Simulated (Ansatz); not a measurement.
# Stack of H-GaAs-Cl chair under Sb2Se3 quintuple layer, shifted by two thirds of the diagonal in a perpendicular field, part 2 of 4

What dipole does a perpendicular field induce in the stack of H-GaAs-Cl chair under Sb2Se3 quintuple layer, shifted by two thirds of the diagonal, and does the gap follow? A positive field points along +c.

Ansatz 0.2.0; plane-wave DFT, PBEsol-D3(BJ), Ansatz PAW.

So far. Step 2 (Relaxing the slab): The lattice constant a goes from 4.023 to 3.967 Å.

## (3) Atoms held, field 0, start network

A sawtooth potential applies the field, turning back in the middle of the vacuum. With the dipole correction the typed value is the field outside the slab. The induced dipole is small, so the SCF threshold is tight.

The cell differs from the one that the last finished run ended in (c 59.843 → 31.098 Å).

Contents of input.yaml:

```yaml
crystal:
  lattice:
    - [3.9668543802, 0.0, 0.0]
    - [-1.9834271901, 3.4353966664, 0.0]
    - [0.0, 0.0, 31.0980820779]
  atoms:
    - { symbol: Cl, position: [0.6666666667, 0.3333333333, 0.2894069151] }
    - { symbol: As, position: [0.6666666667, 0.3333333333, 0.3590703124] }
    - { symbol: Ga, position: [0.3333333333, 0.6666666667, 0.3842927293] }
    - { symbol: H, position: [0.3333333333, 0.6666666667, 0.4345300779] }
    - { symbol: Se, position: [0.0, 0.0, 0.4915574454] }
    - { symbol: Sb, position: [0.3333333333, 0.6666666667, 0.5414662012] }
    - { symbol: Se, position: [0.6666666667, 0.3333333333, 0.6009996987] }
    - { symbol: Sb, position: [0.0, 0.0, 0.6605850866] }
    - { symbol: Se, position: [0.3333333333, 0.6666666667, 0.7105930849] }
kpoints:
  mp_grid: { grid: [12, 12, 1] }
  band_path:
    path: [[0, 0, 0], [0.5, 0, 0], [0.33333333, 0.33333333, 0], [0, 0, 0]]
    npoints: 16
hamiltonian:
  xc: pbesol
  dispersion: d3bj
scf:
  occupations: { method: fermi_dirac, width: 0.02585 }
  convergence: { dr2_threshold: 1.0e-10 }
efield:
  axis: 3
  dipole_correction: true
  ramp_position: 0.97
  ramp_width: 0.06
  amplitude: 0
output:
  dos: { projected: true, e_range: [-6, 5] }
  bader: true
  write_potential: true
  write_density: true
  volumetric_format: npy
  elf: true
```

Launch:

```sh
ansatz run input.yaml --threads 4 --pin off --max-ram 12288MiB --backend cpu --events-out ev --progress --plain --runs-dir out
```

Numbers of over 12 decimals in the logs are rounded to 6 here.

The log of the run:

```text
[...]
Crystal: 9 atoms, lattice volume = 423.796 Å³
Basis set: ecut = 420 eV, 8395 PW (Γ)
Bands: 69, of which v1, the nominal top of the filled ones, is band 57 counted from 1 (56 counted from 0)
Symmetry: 6 space group operations
[...]
k-points: 19 of 144 (time reversal used)
[...]
SCF iter   1: F=—  HF=-38725.500892 eV  |F-HF|=—  |Δ(HF+E_count)|=         —  Δρ=3.10e-3  dr2=1.55e-1  ethr=1.77e-3  p=0.051 e·Å  D=2.18e-2 V/Å  ΔV_dip=-0.68 eV  dr2_dipole=2.57e-2  V_vac-E_F(+/−)=5.05/5.73 eV  ⟨swp⟩=9.7  Hψ=5915  notcnv=0  defer=10
efield: sawtooth ramp at fractional position 0.9700 (set: `efield.ramp_position`, or a place that a band, a saddle search or an elastic batch's reference lends), width 0.0600; the density the first Hamiltonian is built on has a dipole p = 0.051 e·Å; the dipole correction subtracts the counter field D = 2.18e-2 V/Å, which shifts the + side's vacuum level by -0.68 eV against the − side's; the planar-averaged density in the ramp window peaks in size at 1.5e-5 e/Å³
[...]
SCF iter   2: F=—  HF=-38725.534788 eV  |F-HF|=—  |Δ(HF+E_count)|=   3.39e-2  Δρ=3.53e-3  dr2=9.20e-1  ethr=1.36e-4  p=-0.015 e·Å  D=-6.59e-3 V/Å  ΔV_dip=0.20 eV  dr2_dipole=3.19e-1  V_vac-E_F(+/−)=5.35/5.15 eV  ⟨swp⟩=3.2  Hψ=1987  notcnv=0  defer=94
[...]
SCF iter  15: F=-38725.477847 eV  HF=-38725.477847 eV  |F-HF|=1.46e-10  |Δ(HF+E_count)|=  4.37e-11  Δρ=4.66e-8  dr2=5.65e-11  ethr=1.00e-12  p=0.042 e·Å  D=1.78e-2 V/Å  ΔV_dip=-0.55 eV  dr2_dipole=3.13e-13  V_vac-E_F(+/−)=5.07/5.62 eV  ⟨swp⟩=1.1  Hψ=2602  notcnv=0
SCF 1 converged in 15 iterations: F = -38725.477847 eV  dr2 = 5.65e-11
[...]
NSCF: frozen V_eff on 49 k-points
efield: sawtooth ramp at fractional position 0.9700 (kept from the solve that this one continues, or follows in the run), width 0.0600; the density the first Hamiltonian is built on has a dipole p = 0.042 e·Å; the dipole correction subtracts the counter field D = 1.78e-2 V/Å, which shifts the + side's vacuum level by -0.55 eV against the − side's; the planar-averaged density in the ramp window peaks in size at 3.1e-6 e/Å³
WARN: The output density's exchange-correlation potential varies sharply where the density is thin. Do not read a vacuum level from v_tot or v_xc, or from such a field of the output density. On a cell that repeats whose density bears no net charge and no dipole along the vacuum's axis use v_es (v_loc + v_h of the components); under efield.dipole_correction with no amplitude use v_es + v_field, which holds any externa [...]
SCF converged after 15 iterations
Free energy (F): -38725.477847 eV
[...]
Internal energy: -38725.477845 eV  (E = F + TS)
E sigma→0 (E₀):  -38725.477846 eV
Entropy (-TS):   -0.000002 eV (-0.000 meV/atom)
Fermi energy:    1.143466 eV
Dipole field:    D = 0.017812 V/Å  (p = 0.041716 e·Å, saw-weighted, corrected)
Work function:   Φ+ = 5.0676 eV   Φ− = 5.6215 eV
Levels:          The Fermi level and band energies are counted from a zero that moves with the ramp; work functions are not
[...]
--- Band table (eV; the first three rows and the last of 19) ---
  k-point 0: bands = [... 53 lower, -0.0955, 0.6916, 0.8201, 0.8201, 1.3602, 2.3367, 2.3367, 2.3763, ... 8 higher]
  k-point 1: bands = [... 53 lower, 0.1401, 0.4247, 0.7054, 0.8744, 1.7730, 2.2247, 2.4640, 2.9101, ... 8 higher]
  k-point 2: bands = [... 53 lower, -0.3183, 0.2287, 0.4385, 0.7741, 2.1178, 2.7344, 2.8946, 3.2159, ... 8 higher]
  k-point 18: bands = [... 53 lower, -1.3364, -1.0030, 0.1149, 0.3602, 2.4128, 3.3111, 3.4383, 3.5917, ... 8 higher]
--- Bader charges: 9 sites ---
  site symbol  charge [e]  shift [e]
     0     Cl     -0.4006     0.0023
     1     As     -0.0333     0.0012
     2     Ga      0.7221     0.0054
     3      H     -0.2903     0.0043
     4     Se     -0.5525     0.0001
     5     Sb      0.9137     0.0001
     6     Se     -0.7183     0.0000
     7     Sb      0.9195     0.0001
     8     Se     -0.5602     0.0001
  estimated error of the sums over rays = 3.5e-4 e
```

The job ended after 39 s (4 threads of AMD EPYC 9R14 (Zen 4), shared host; peak memory 1.7 GiB; 2.5 min of CPU time).

Reading the cycles: dr2 is the Hartree energy of the density residual (eV), the measure of convergence; HF is the Harris–Foulkes estimate of the energy, which meets the free energy F at convergence.

Numbers from this step:

- dipole along the normal: 0.04172 e·Å
- gap along the path: 0.4633 eV
- smallest direct gap along the path: 0.5401 eV
- step between the vacuum levels: -0.5539 eV
- ionisation energy, upper face: 5.314 eV
- electron affinity, upper face: 4.851 eV
- ionisation energy, lower face: 5.868 eV
- gap, the smaller of path and mesh: 0.4633 eV

Running mean over a fixed 2.7 Å (it still follows the layers) of the planar mean; the ramp of the sawtooth is left out. The electron's electrostatic potential energy less the Fermi level by z:

```
z (Å)  electron's electrostatic potential energy less the Fermi level (eV)
  3.5                                                                 5.62
  4.0                                                                 5.62
  4.5                                                                 5.62
  5.0                                                                 5.62
  5.5                                                                 5.62
  6.0                                                                 5.61
  6.5                                                                 5.56
  7.0                                                                 5.26
  7.5                                                                 4.15
  8.0                                                                 2.70
  8.5                                                                 1.83
  9.0                                                                 1.17
  9.5                                                               0.0107
 10.0                                                               -0.907
 10.5                                                                -1.71
 11.0                                                                -2.41
 11.5                                                                -2.93
 12.0                                                                -2.48
 12.5                                                                -1.57
 13.0                                                              -0.0457
 13.5                                                                 1.15
 14.0                                                                 1.25
 14.5                                                                0.301
 15.0                                                                -1.10
 15.5                                                                -2.84
 16.0                                                                -4.24
 16.5                                                                -4.52
 17.0                                                                -4.41
 17.5                                                                -4.02
 18.0                                                                -3.40
 18.5                                                                -2.68
 19.0                                                                -2.80
 19.5                                                                -3.57
 20.0                                                                -4.13
 20.5                                                                -4.43
 21.0                                                                -4.50
 21.5                                                                -3.98
 22.0                                                                -2.32
 22.5                                                               -0.386
 23.0                                                                 1.39
 23.5                                                                 2.89
 24.0                                                                 4.14
 24.5                                                                 4.85
 25.0                                                                 5.02
 25.5                                                                 5.06
 26.0                                                                 5.06
 26.5                                                                 5.07
 27.0                                                                 5.07
 27.5                                                                 5.07
```

The density of states has structure finer than the step of the table below, so its rows give means over 0.25 eV, whole bins alone (the curve runs from -6 to 2.19 eV). Peaks (eV: height): -4.900: 11.0, -4.810: 15.3, -3.790: 10.1, -3.440: 26.6, -2.420: 24.1, -1.810: 17.1, 2.130: 15.0.

Table of density of states by energy, zero at the Fermi level of the run, which the smearing sets inside the gap; means over each step:

energy (eV), density of states (states/eV a cell) and a bar:
```
    -5.75        2.7 ##########
    -5.50        1.3 #####
    -5.25        1.8 #######
    -5.00        3.4 ############
    -4.75        6.1 ######################
    -4.50        5.4 ####################
    -4.25        5.8 #####################
    -4.00        6.4 #######################
    -3.75        7.5 ###########################
    -3.50        7.5 ###########################
    -3.25        8.3 ##############################
    -3.00        6.4 #######################
    -2.75        4.6 #################
    -2.50        6.6 ########################
    -2.25        5.6 ####################
    -2.00        5.6 ####################
    -1.75        6.7 ########################
    -1.50        5.4 ####################
    -1.25        3.7 #############
    -1.00        3.1 ###########
    -0.75        4.9 ##################
    -0.50        3.9 ##############
    -0.25        1.5 #####
     0.00        0.0 
     0.25        0.0 
     0.50        0.1 #
     0.75        0.6 ##
     1.00        2.5 #########
     1.25        3.6 #############
     1.50        7.0 #########################
     1.75        3.7 #############
     2.00        6.6 ########################
```

Projected DOS per atom over height of the atomic layer and energy from the Fermi level. Layers: Cl As Ga H Se Sb Se Sb Se from below.

Ten even steps from '_' (0.00 states/eV) to '@' (2.05 states/eV), each cell a mean:
```
--**::__--==__++--
__....__--**__**--
________::++__++::
________..::__::..
__________________
__________________
________..__..__..
__..____==::==::==
..::..__::..::..::
==--::__::__--__::
--..::..++__##__++
++......==..==..++
**..::..==..--..++
++..____==::::::++
@@--..__++--::--**
##--::..==------==
++--::..==--==----
----..__----------
##++::__::::--::::
....____....::..__
__________......__
________..::::::..
```
Columns: height of the atomic layer (Å) from 9 to 22.1 (not evenly spaced); rows upwards: energy from the Fermi level (eV) from -5.96 to 2.14.

Electronic bands along the path, in eV, zero at the Fermi level of the run, which the smearing sets inside the gap:

```
  point  band 54  band 55  band 56  band 57  band 58  band 59  band 60  band 61
      Γ    -1.24    -0.45    -0.32    -0.32     0.22     1.19     1.19     1.23
halfway    -1.59    -1.51    -0.99    -0.36     0.92     1.80     1.96     2.19
      M    -1.91    -1.82    -1.42    -0.99     0.78     1.73     1.87     2.03
halfway    -2.22    -1.82    -1.49    -0.59     1.44     1.50     2.16     2.37
      K    -2.48    -2.15    -1.03    -0.78     1.27     2.17     2.29     2.45
halfway    -1.68    -1.38    -0.85    -0.63     1.43     1.67     2.16     2.20
      Γ    -1.24    -0.45    -0.32    -0.32     0.22     1.19     1.19     1.23
```

Valence density in the ca plane at fractional y = 0.667, with atoms of Ga and H and Sb and Se within 0.2 Å of it. It is the smooth field of the valence electrons, not physical close to the nuclei.

Ten steps, logarithmic in the rise over the least value, from '0' (0 e/Å³) to '9' (36 e/Å³), each cell a mean:
```
00000000000000010000011000000001111000001111
00000000000000111000111000000001111000001111
00000000000000010000011000000000111000001111
00000000000000000000011100000000001111100000
00000000000000000000012221100000001233210000
00000000000000000000025762221000002466410000
00000000000000000000027983232100012588520000
00000000000000000000024652121000002466310000
00000000000000000000011211000000001222110000
00000000000000000000011100000000011111000000
```
Columns run along c (16.0 Å, from fractional 0.11 to 0.63 of the cell), rows up along a (4.0 Å). Atoms in or near the plane, at fractional coordinates: Ga at (0.38, 0.33), H at (0.43, 0.33), Sb at (0.54, 0.33).

Electrostatic potential energy in the ca plane at fractional y = 0.667, with atoms of Ga and H and Sb and Se within 0.2 Å of it. With pseudopotentials it is smooth inside the atoms' cores, unlike the true potential.

Ten even steps from '0' (-26 eV) to '9' (7 eV), each cell a mean:
```
99999999999999998777889999998778888888878876
99999999999988988777889999988778888988777876
99999999999999998877889999998888888888888876
99999999999999998887778999999888755688888888
99999999999999999863236889999886200258899998
99999999999999998731113645899873000027899999
99999999999999998721112400799872000016899999
99999999999999998741113656899873000037899999
99999999999999999874346899999886311368899988
99999999999999998887778999998888766788888887
```
Columns run along c (16.0 Å, from fractional 0.15 to 0.67 of the cell; values clipped at the 3rd and 97th percentile), rows up along a (4.0 Å). Atoms in or near the plane, at fractional coordinates: Ga at (0.38, 0.33), H at (0.43, 0.33), Sb at (0.54, 0.33).

ELF in the ca plane at fractional y = 0.667, with atoms of Ga and H and Sb and Se within 0.2 Å of it. It is the smooth field of the valence electrons, not physical close to the nuclei.

Ten even steps from '0' (0.00 × 1e-1) to '9' (9.97 × 1e-1), each cell a mean:
```
00014678631256653100014666532112566543333322
00014788742256652000025776531013566643333211
00013677631256653100014666532112466543333333
00002455410256542233101344433333344322233566
00000111100133222368720122333334321110125677
00000000000122100379971012320013310000136764
00000000000122010279992012310013410000136641
00000000000122101379971012320023310000135765
00000122100143322368620123333333322111124677
00002466420256543222102455433333344422233456
```
Columns run along c (16.0 Å, from fractional 0.21 to 0.72 of the cell), rows up along a (4.0 Å). Atoms in or near the plane, at fractional coordinates: Ga at (0.38, 0.33), H at (0.43, 0.33), Sb at (0.54, 0.33), Se at (0.71, 0.33).

The gap is 0.46 eV, with the valence edge 5.31 eV and the conduction edge 4.85 eV under the upper vacuum level. Spin-orbit coupling, left out in this run, matters for the bands of elements this heavy.

## (4) Single point, field 0.1 V/Å

Changes to input.yaml since step 3:

```diff
@@ -29,8 +29,6 @@
   dipole_correction: true
-  ramp_position: 0.97
-  ramp_width: 0.06
-  amplitude: 0
+  ramp_position: 0.9646
+  ramp_width: 0.0765
+  amplitude: 0.1
 output:
-  dos: { projected: true, e_range: [-6, 5] }
-  bader: true
   write_potential: true
@@ -38,2 +36 @@
   volumetric_format: npy
-  elf: true
```

The log of the run:

```text
[...]
Crystal: 9 atoms, lattice volume = 423.796 Å³
Basis set: ecut = 420 eV, 8395 PW (Γ)
Bands: 69, of which v1, the nominal top of the filled ones, is band 57 counted from 1 (56 counted from 0)
Symmetry: 6 space group operations
[...]
k-points: 19 of 144 (time reversal used)
[...]
k-point 0: bands = [... 53 lower, -0.0442, 0.7344, 0.7815, 0.7815, 1.4052, 2.3422, 2.3860, 2.3860, ... 8 higher]
  k-point 1: bands = [... 53 lower, 0.1336, 0.4474, 0.6665, 0.9176, 1.8195, 2.2718, 2.5134, 2.8735, ... 8 higher]
  k-point 2: bands = [... 53 lower, -0.3248, 0.2770, 0.3988, 0.8217, 2.1659, 2.7838, 2.9390, 3.2017, ... 8 higher]
  k-point 18: bands = [... 53 lower, -1.2868, -1.0240, 0.1649, 0.4011, 2.4522, 3.2835, 3.4848, 3.6423, ... 8 higher]
[key lines of the parts left out:]
SCF converged after 17 iterations
Free energy (F): -38725.487196 eV
Fermi energy:    1.187630 eV
Dipole field:    D = 0.062027 V/Å  (p = 0.145271 e·Å, saw-weighted, corrected)
```

It took 24 s on 4 threads; peak memory 1.5 GiB.

The dipole is 0.145 e·Å, 0.104 e·Å from its value without field, and the gap 0.468 eV.

## (5) Single point, field -0.1 V/Å

Changes to input.yaml since step 4:

```diff
@@ -31,3 +31,3 @@
   ramp_width: 0.0765
-  amplitude: 0.1
+  amplitude: -0.1
 output:
```

The log of the run:

```text
[...]
Crystal: 9 atoms, lattice volume = 423.796 Å³
Basis set: ecut = 420 eV, 8395 PW (Γ)
Bands: 69, of which v1, the nominal top of the filled ones, is band 57 counted from 1 (56 counted from 0)
Symmetry: 6 space group operations
[...]
k-points: 19 of 144 (time reversal used)
[...]
k-point 0: bands = [... 53 lower, -0.1445, 0.6515, 0.8614, 0.8614, 1.3181, 2.2900, 2.2900, 2.4128, ... 8 higher]
  k-point 1: bands = [... 53 lower, 0.1379, 0.4149, 0.7470, 0.8354, 1.7290, 2.1802, 2.4173, 2.9487, ... 8 higher]
  k-point 2: bands = [... 53 lower, -0.2937, 0.1833, 0.4809, 0.7296, 2.0721, 2.6877, 2.8511, 3.2168, ... 8 higher]
  k-point 18: bands = [... 53 lower, -1.3006, -0.9785, 0.0676, 0.3227, 2.3743, 3.3423, 3.3942, 3.5436, ... 8 higher]
[key lines of the parts left out:]
SCF converged after 18 iterations
Free energy (F): -38725.478856 eV
Fermi energy:    1.109583 eV
Dipole field:    D = -0.026434 V/Å  (p = -0.061911 e·Å, saw-weighted, corrected)
```

Elapsed: 24 s, on 4 threads; peak memory 1.5 GiB.

The dipole is -0.0619 e·Å, -0.104 e·Å from its value without field, and the gap 0.456 eV.

## (6) Single point, field 0.5 V/Å

Changes to input.yaml since step 5:

```diff
@@ -29,5 +29,5 @@
   dipole_correction: true
-  ramp_position: 0.9646
-  ramp_width: 0.0765
-  amplitude: -0.1
+  ramp_position: 0.9121
+  ramp_width: 0.1816
+  amplitude: 0.5
 output:
```

The log of the run:

```text
[...]
Crystal: 9 atoms, lattice volume = 423.796 Å³
Basis set: ecut = 420 eV, 8395 PW (Γ)
Bands: 69, of which v1, the nominal top of the filled ones, is band 57 counted from 1 (56 counted from 0)
Symmetry: 6 space group operations
[...]
k-points: 19 of 144 (time reversal used)
[...]
k-point 0: bands = [... 53 lower, 0.1456, 0.6172, 0.6172, 0.8931, 1.5728, 2.1946, 2.5697, 2.5697, ... 8 higher]
  k-point 1: bands = [... 53 lower, 0.0361, 0.5014, 0.5830, 1.0855, 1.9897, 2.4450, 2.6971, 2.7133, ... 8 higher]
  k-point 2: bands = [... 53 lower, -0.1396, 0.2312, 0.4578, 1.0016, 2.3426, 2.9676, 3.0137, 3.1440, ... 8 higher]
  k-point 18: bands = [... 53 lower, -1.1065, -1.1015, 0.3522, 0.5581, 2.5681, 3.1842, 3.6548, 3.8305, ... 8 higher]
[key lines of the parts left out:]
SCF converged after 18 iterations
Free energy (F): -38725.628110 eV
Fermi energy:    1.357672 eV
Dipole field:    D = 0.238810 V/Å  (p = 0.559304 e·Å, saw-weighted, corrected)
```

The job ended after 24 s (4 threads; peak memory 1.5 GiB).

The dipole is 0.559 e·Å, 0.518 e·Å from its value without field, and the gap 0.474 eV.

[end of part 2 of 4]

[Logs are printed without paths, hosts, clocks, repeated set-up lines and the standing remarks that a program may print on its own settings, such as how far it seeks lower states.]

[Hosts, paths, dates, database ids (printed as entryN), source tags and the programs' standing remarks are cut or masked in the printed files.]

[Maps of the electrostatic potential energy from Ansatz leave out the sawtooth potential of an applied field or a dipole correction, so their vacuum need not be flat; planar profiles and work functions include it.]

[The density of states shown here was stored with 400 of the rows of the run's finer table, so its peaks can read low, often by over a quarter, or be missed, and its means over a window can be off by a tenth or more.]
